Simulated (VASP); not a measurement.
Input of a VASP 6.6.1 run:

INCAR

```
SYSTEM = Li2S
PREC = Accurate
ENCUT = 600
EDIFF = 1E-6
ISMEAR = 0
SIGMA = 0.02
LREAL = .False.
LASPH = .True.
NELM = 60
ALGO = Normal
ISIF = 3
LWAVE = .False.
LCHARG = .False.
GGA = PS
IBRION = 2
NSW = 70
EDIFFG = -0.005
```

Contents of KPOINTS:

```
Automatic mesh
0
Gamma
  8 8 8
  0 0 0
```

The input POSCAR:

```
Li2S
1.0
    0.0000000000      2.8528159674      2.8528159674
    2.8528159674      0.0000000000      2.8528159674
    2.8528159674      2.8528159674      0.0000000000
Li S
2 1
Direct
    0.2500000000      0.2500000000      0.2500000000
    0.7500000000      0.7500000000      0.7500000000
    0.0000000000      0.0000000000      0.0000000000
```

Potentials or basis: VASP PAW PBE potentials, release 64 (Li_sv, S).

Launch:

```sh
$ cat potpaw_PBE.64/Li_sv/POTCAR potpaw_PBE.64/S/POTCAR > POTCAR
$ mpirun -np 1 vasp_std > vasp.out
```

Question: Estimate the band gap on the k mesh.

Answer: 3.20 eV, indirect (least direct gap 4.22 eV).

Question: What does it give for the relaxed cell?

Answer: a = 3.998 Å, b = 3.998 Å, c = 3.998 Å, α = 60.00°, β = 60.00°, γ = 60.00°.

Question: Predict the space group after relaxing (to 0.05 Å).

Answer: Fm-3m (No. 225).

Question: Estimate the relaxed volume.

Answer: 15.06 Å³/atom.

The path:
| step | energy change (eV) | largest force (eV/Å) | pressure (GPa) | volume (Å³) |
| --- | --- | --- | --- | --- |
| 1 | 0.0000 | 0.0000 | -1.11 | 46.44 |
| 2 | -0.0036 | 0.0000 | -0.50 | 45.72 |
| 3 | -0.0045 | 0.0000 | -0.03 | 45.19 |

Caveat: the cutoff is under 1.25 times the usual one of these potentials, so pressure, stress and relaxed cells hold a basis-set (Pulay) error; the PAW data sets were made with another functional, which shifts forces and pressure a little. A k mesh can miss the band edges.
